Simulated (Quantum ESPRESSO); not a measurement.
Here is a Quantum ESPRESSO 7.5 calculation.

The input pw.in:

```
&CONTROL
  calculation = 'scf'
  prefix = 'pwscf'
  outdir = './tmp'
  pseudo_dir = './pseudo'
  tprnfor = .true.
  tstress = .true.
  disk_io = 'nowf'
/
&SYSTEM
  ibrav = 0
  nat = 2
  ntyp = 1
  ecutwfc = 45
  ecutrho = 360
  nbnd = 21
  occupations = 'smearing'
  smearing = 'fd'
  degauss = 0.00367493
/
&ELECTRONS
  conv_thr = 4d-10
  electron_maxstep = 120
  mixing_beta = 0.5
/
ATOMIC_SPECIES
Pb   207.2000 pb_pbesol_v1.uspp.F.UPF
CELL_PARAMETERS angstrom
   3.0386068135   -1.7503199600    0.0000000000
   3.0386068135    1.7503199600    0.0000000000
  -2.1154626375    0.0000000000    6.0952248674
ATOMIC_POSITIONS crystal
Pb     0.8992000000    0.9126090000    0.7288880000
Pb     0.0934150000    0.0824840000    0.2714710000
K_POINTS automatic
9 9 5 0 0 0
```

Potentials or basis: GBRV 1.5 PBEsol.

The run is started by

```sh
$ OMP_NUM_THREADS=1 mpirun -n 2 pw.x -nk 2 -in pw.in > pw.out
```

Problem. Predict the band gap on the k mesh.

Solution. None (metal or under the smearing width).

Problem. Predict the pressure.

Solution. -2.1 GPa.

Forces in eV/Å, atoms in the order of the input:
```
Pb   0.027 -0.010 -0.196
Pb  -0.027  0.010  0.196
```

The run has no spin-orbit coupling, so splittings on Pb are missing.
